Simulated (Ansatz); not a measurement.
# Aluminium, fcc under BLYP: ground state and equation of state, part 2 of 2

What does BLYP give for aluminium in the fcc structure? We relax it, solve it on a dense k-mesh, switch on spin-orbit coupling, then scale the cell to 7 volumes from 88 to 112 % of the relaxed one and try a fit of the equation of state. The k-meshes are 13×13×13 for the relaxation; 22×22×22 for the dense run; 13×13×13 for spin-orbit coupling; 22×22×22 for the volumes. The starting cell is the deposited one, from the Crystallography Open Database.

Ansatz 0.2.0; DFT, BLYP, plane waves (420 eV) with PAW, scalar-relativistic.

## 8. Equation of state: 100 %

Contents of input.yaml:

```yaml
crystal:
  lattice:
    - [0.0, 2.0556305634, 2.0556305634]
    - [2.0556305634, 0.0, 2.0556305634]
    - [2.0556305634, 2.0556305634, 0.0]
  atoms:
    - { symbol: Al, position: [0.0, 0.0, 0.0] }
hamiltonian:
  xc: blyp
  pseudopotentials:
    kind: paw
    azcp:
      Al: "pseudopotentials/Al.paw.azcp"
basis:
  ecutwfc: 420
  fft_grid_basis: typed
kpoints:
  mp_grid: { grid: [22, 22, 22], shift: [0, 0, 0] }
magnetization:
  spin_polarized: false
scf:
  occupations: { method: fermi_dirac, width: 0.1 }
output:
  stress: true
```

Log, shortened:

```text
[...]
Pseudopotentials: kind: paw
Pseudopotential: Al, paw, valence charge 3, recommended cutoff 420 eV (normal), <dir>
Functional definition: BLYP
[...]
Crystal: 1 atoms, lattice volume = 17.373 Å³
Basis set: ecut = 420 eV, 331 PW (Γ), exchange–correlation on 40×40×40 points (8 copies of the dense FFT grid, shifted against one another)
Bands: 6, of which v1, the nominal top of the filled ones, is band 2 counted from 1 (1 counted from 0)
Symmetry: 48 space group operations
Space group: Fm-3m (ITA 225), of the structure as read, at distance tolerance 2.6e-5 Å
k-points: 328 of 10648
[...]
SCF iter   1: F=—  HF=-540.510259 eV  |F-HF|=—  |Δ(HF+E_count)|=         —  Δρ=4.72e-3  dr2=4.53e-3  ethr=1.77e-3  ⟨swp⟩=4.8  Hψ=17150  notcnv=0
[...]
SCF iter   6: F=-540.509597 eV  HF=-540.509597 eV  |F-HF|=0.00e0  |Δ(HF+E_count)|=  3.01e-11  Δρ=2.26e-8  dr2=4.41e-14  ethr=1.00e-12  ⟨swp⟩=1.0  Hψ=5288  notcnv=0
[...]
SCF converged after 6 iterations
Free energy (F): -540.509597 eV
[...]
E sigma→0 (E₀):  -540.503198 eV
Entropy (-TS):   -0.012798 eV (-12.798 meV/atom)
Fermi energy:    7.858569 eV
[...]
--- Stress (GPa, compression-positive) ---
        0.084151      -0.000000      -0.000000
       -0.000000       0.084151       0.000000
       -0.000000       0.000000       0.084151
  P = ⅓ Tr σ = 0.0842 GPa (0.842 kbar)
```

It took 3.3 s on 1 thread of an x86-64 CPU, shared host; peak memory 0.51 GiB.

## 9. Equation of state: 104 %

Changes to input.yaml since step 8:

```diff
@@ -2,5 +2,5 @@
   lattice:
-    - [0.0, 2.0556305634, 2.0556305634]
-    - [2.0556305634, 0.0, 2.0556305634]
-    - [2.0556305634, 2.0556305634, 0.0]
+    - [0.0, 2.0826814361, 2.0826814361]
+    - [2.0826814361, 0.0, 2.0826814361]
+    - [2.0826814361, 2.0826814361, 0.0]
   atoms:
```

Log, shortened:

```text
[...]
Pseudopotentials: kind: paw
Pseudopotential: Al, paw, valence charge 3, recommended cutoff 420 eV (normal), <dir>
Functional definition: BLYP
[...]
Crystal: 1 atoms, lattice volume = 18.068 Å³
Basis set: ecut = 420 eV, 339 PW (Γ), exchange–correlation on 40×40×40 points (8 copies of the dense FFT grid, shifted against one another)
Bands: 6, of which v1, the nominal top of the filled ones, is band 2 counted from 1 (1 counted from 0)
Symmetry: 48 space group operations
Space group: Fm-3m (ITA 225), of the structure as read, at distance tolerance 2.6e-5 Å
k-points: 328 of 10648
[...]
SCF iter   1: F=—  HF=-540.506094 eV  |F-HF|=—  |Δ(HF+E_count)|=         —  Δρ=4.76e-3  dr2=4.88e-3  ethr=1.77e-3  ⟨swp⟩=4.9  Hψ=17130  notcnv=0
[...]
SCF iter   6: F=-540.505427 eV  HF=-540.505427 eV  |F-HF|=4.55e-13  |Δ(HF+E_count)|=  3.01e-11  Δρ=3.06e-8  dr2=9.33e-14  ethr=1.00e-12  ⟨swp⟩=1.0  Hψ=5286  notcnv=0
[...]
SCF converged after 6 iterations
Free energy (F): -540.505427 eV
[...]
E sigma→0 (E₀):  -540.498705 eV
Entropy (-TS):   -0.013445 eV (-13.445 meV/atom)
Fermi energy:    7.466301 eV
[...]
--- Stress (GPa, compression-positive) ---
       -1.920001      -0.000000       0.000000
       -0.000000      -1.920001      -0.000000
       -0.000000       0.000000      -1.920001
  P = ⅓ Tr σ = -1.9200 GPa (-19.200 kbar)
```

It took 4.1 s on 1 thread of an x86-64 CPU, shared host; peak memory 0.51 GiB.

## 10. Equation of state: 108 %

Changes to input.yaml since step 9:

```diff
@@ -2,5 +2,5 @@
   lattice:
-    - [0.0, 2.0826814361, 2.0826814361]
-    - [2.0826814361, 0.0, 2.0826814361]
-    - [2.0826814361, 2.0826814361, 0.0]
+    - [0.0, 2.1090472912, 2.1090472912]
+    - [2.1090472912, 0.0, 2.1090472912]
+    - [2.1090472912, 2.1090472912, 0.0]
   atoms:
```

Log, shortened:

```text
[...]
Pseudopotentials: kind: paw
Pseudopotential: Al, paw, valence charge 3, recommended cutoff 420 eV (normal), <dir>
Functional definition: BLYP
[...]
Crystal: 1 atoms, lattice volume = 18.762 Å³
Basis set: ecut = 420 eV, 339 PW (Γ), exchange–correlation on 40×40×40 points (8 copies of the dense FFT grid, shifted against one another)
Bands: 6, of which v1, the nominal top of the filled ones, is band 2 counted from 1 (1 counted from 0)
Symmetry: 48 space group operations
Space group: Fm-3m (ITA 225), of the structure as read, at distance tolerance 2.7e-5 Å
k-points: 328 of 10648
[...]
SCF iter   1: F=—  HF=-540.494331 eV  |F-HF|=—  |Δ(HF+E_count)|=         —  Δρ=4.80e-3  dr2=5.24e-3  ethr=1.77e-3  ⟨swp⟩=4.9  Hψ=17452  notcnv=0
[...]
SCF iter   6: F=-540.493641 eV  HF=-540.493641 eV  |F-HF|=2.27e-13  |Δ(HF+E_count)|=  5.06e-11  Δρ=3.54e-8  dr2=1.18e-13  ethr=1.00e-12  ⟨swp⟩=1.0  Hψ=5296  notcnv=0
[...]
SCF converged after 6 iterations
Free energy (F): -540.493641 eV
[...]
E sigma→0 (E₀):  -540.486540 eV
Entropy (-TS):   -0.014202 eV (-14.202 meV/atom)
Fermi energy:    7.098083 eV
[...]
--- Stress (GPa, compression-positive) ---
       -3.442843      -0.000000      -0.000000
       -0.000000      -3.442843       0.000000
        0.000000       0.000000      -3.442843
  P = ⅓ Tr σ = -3.4428 GPa (-34.428 kbar)
```

Run time: 3.8 s. Hardware: 1 thread of an x86-64 CPU, shared host; peak memory 0.51 GiB.

## 11. Equation of state: 112 %

Changes to input.yaml since step 10:

```diff
@@ -2,5 +2,5 @@
   lattice:
-    - [0.0, 2.1090472912, 2.1090472912]
-    - [2.1090472912, 0.0, 2.1090472912]
-    - [2.1090472912, 2.1090472912, 0.0]
+    - [0.0, 2.1347699152, 2.1347699152]
+    - [2.1347699152, 0.0, 2.1347699152]
+    - [2.1347699152, 2.1347699152, 0.0]
   atoms:
```

Log, shortened:

```text
[...]
Pseudopotentials: kind: paw
Pseudopotential: Al, paw, valence charge 3, recommended cutoff 420 eV (normal), <dir>
Functional definition: BLYP
[...]
Crystal: 1 atoms, lattice volume = 19.457 Å³
Basis set: ecut = 420 eV, 339 PW (Γ), exchange–correlation on 48×48×48 points (8 copies of the dense FFT grid, shifted against one another)
Bands: 6, of which v1, the nominal top of the filled ones, is band 2 counted from 1 (1 counted from 0)
Symmetry: 48 space group operations
Space group: Fm-3m (ITA 225), of the structure as read, at distance tolerance 2.7e-5 Å
k-points: 328 of 10648
[...]
SCF iter   1: F=—  HF=-540.476859 eV  |F-HF|=—  |Δ(HF+E_count)|=         —  Δρ=4.86e-3  dr2=5.64e-3  ethr=1.77e-3  ⟨swp⟩=4.9  Hψ=17476  notcnv=0
[...]
SCF iter   6: F=-540.476123 eV  HF=-540.476123 eV  |F-HF|=4.55e-13  |Δ(HF+E_count)|=  8.63e-11  Δρ=3.71e-8  dr2=1.21e-13  ethr=1.08e-12  ⟨swp⟩=1.0  Hψ=5297  notcnv=0
[...]
SCF converged after 6 iterations
Free energy (F): -540.476123 eV
[...]
E sigma→0 (E₀):  -540.468672 eV
Entropy (-TS):   -0.014903 eV (-14.903 meV/atom)
Fermi energy:    6.752158 eV
[...]
--- Stress (GPa, compression-positive) ---
       -4.576653       0.000000       0.000000
       -0.000000      -4.576653      -0.000000
        0.000000       0.000000      -4.576653
  P = ⅓ Tr σ = -4.5767 GPa (-45.767 kbar)
```

It took 4.3 s on 1 thread of an x86-64 CPU, shared host; peak memory 0.52 GiB.

## 12. Energy and pressure against volume

The cell was scaled evenly, with its shape and the fractional positions fixed.

```
V (Å³/atom)  E − E₀ (meV/atom)  P from the stress (GPa)  P from the fit (GPa)
     15.288               58.4                    10.19                 10.25
     15.983               23.8                     5.99                  5.94
     16.678                5.5                     2.68                  2.61
     17.373               -0.1                     0.08                  0.03
     18.068                4.4                    -1.92                 -1.98
     18.762               16.6                    -3.44                 -3.53
     19.457               34.5                    -4.58                 -4.72
```

Fit (Birch-Murnaghan, third order): V₀ = 17.381 Å³/atom, B₀ = 57 GPa, B₀′ = 5.4, largest residual 0.09 meV/atom.

Fit and stress differ a little: one follows E(σ → 0), the other the smeared free energy.

## 13. What came out

The summary covers parts 1 to 2.

| quantity | value |
| --- | --- |
| space group (spins left aside) | Fm-3m (No. 225) |
| conventional cell | a = 4.111 Å |
| volume | 17.373 Å³/atom |
| shortest distance | 2.907 Å |
| against the deposited volume | +4.6 % (16.602 Å³/atom) |
| gap on the mesh | none (levels filled in part) |
| V₀, B₀, B₀′ | 17.381 Å³/atom, 57 GPa, 5.4 |

What this shows: The relaxed volume lies 4.6 % above the deposited cell. This functional tends to bind solids too weakly. Zero-point motion and any thermal expansion in the deposited cell, which the calculation lacks, would widen the miss. No gap shows: it is a metal or semimetal at this level. The total energy of the spin-orbit run (on a coarser mesh) lies +5 meV/atom from the scalar one; mesh and treatment of the core enter this figure, so it is no spin-orbit energy. The fitted modulus is 57 GPa.
